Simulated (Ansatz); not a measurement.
## From the elastic tensor of NbN at 5 GPa (stress–strain coefficients) to moduli and sound speeds

Computed with DFT LDA, scalar-relativistic, plane waves, PAW (Ansatz 0.2.0). Cutoff 420 eV, 16×16×16 k-points (Γ-centred), Fermi-Dirac smearing of 0.15 eV. No spin polarisation.

The structure is cubic, space group Fm-3m (No. 225). Conventional cell: a = 4.337 Å, b = 4.337 Å, c = 4.337 Å, α = 90.00°, β = 90.00°, γ = 90.00°. Nb (site symmetry m-3m) is surrounded by 6 N at 2.17 Å. Around N (site symmetry m-3m) lie 6 Nb at 2.17 Å.

In a metal, frequencies and elastic constants depend on the k mesh and the smearing, soft modes and shear constants most.

Relaxed-ion constants (GPa, on the Cartesian axes of the calculation):
C11 = 801.3, C12 = 154.9, C13 = 154.9, C22 = 801.3, C23 = 154.9, C33 = 801.3, C44 = 85.0, C55 = 85.0, C66 = 85.0 GPa; the others vanish.

Density 8.705 g/cm³; 2 atoms in 20.39 Å³.

The values that follow are for a polycrystal of randomly turned grains, by Hill's mean where one number stands. In a crystal this anisotropic the Voigt and Reuss bounds lie far apart, so Hill's mean and the sound speeds and Debye temperature from it are rough.

With S = C⁻¹: B_V = (C11+C22+C33+2(C12+C13+C23))/9, G_V = (C11+C22+C33−C12−C13−C23+3(C44+C55+C66))/15, 1/B_R = S11+S22+S33+2(S12+S13+S23), 15/G_R = 4(S11+S22+S33−S12−S13−S23)+3(S44+S55+S66); Hill is their mean. Then v_l = √((B+4G/3)/ρ), v_t = √(G/ρ), v_m = [(2/v_t³+1/v_l³)/3]^(−1/3) and Θ = (ħ/k_B)·v_m·(6π²n/V)^(1/3) for n atoms in the volume V; E = 9BG/(3B+G), ν = (3B−2G)/(2(3B+G)) and A^U = 5G_V/G_R + B_V/B_R − 6.

```
Bulk modulus, Voigt / Reuss / Hill          : 370.3 / 370.3 / 370.3 GPa
Shear modulus, Voigt / Reuss / Hill         : 180.3 / 120.5 / 150.4 GPa
Young's modulus                             : 397 GPa
Poisson ratio                               : 0.321
Pugh ratio B/G                              : 2.46
Universal anisotropy index                  : 2.48
Longitudinal and transverse sound speeds    : 8098 and 4156 m/s
Debye temperature from the mean sound speed : 639 K
```

Cost: 1 run of about 0.51 core-minutes, on Intel Xeon 6975P-C (Granite Rapids) (shared hosts).

Under this pressure, rocksalt NbN strongly resists stretching along the cube axes but yields far more easily to shear on the cube faces: C11 is 801.3 GPa, C44 only 85.0 GPa. Axial strain directly changes the length of the straight Nb–N bonds, with their strong pd σ overlap, whereas C44 shear mainly bends them. The low C44 also fits the electron count. Compared with a group 4 carbide, NbN has two extra valence electrons per formula unit in Nb t2g-derived states, whose metal–metal bonding part is probably lowered in energy by this shear, offsetting the resistance of the pd bonds.

C12 exceeds C44 by much more than the applied pressure would produce with central forces alone, which points to a sizeable metallic, non-central contribution. The Pugh ratio of 2.46 therefore reflects easy elastic shear and doesn't establish ductility in a nitride known to be hard and brittle. The constants satisfy the cubic criteria for stability against small homogeneous strains at this pressure, but they don't exclude phonon instabilities at finite wavevector, for which stoichiometric rocksalt NbN is known.
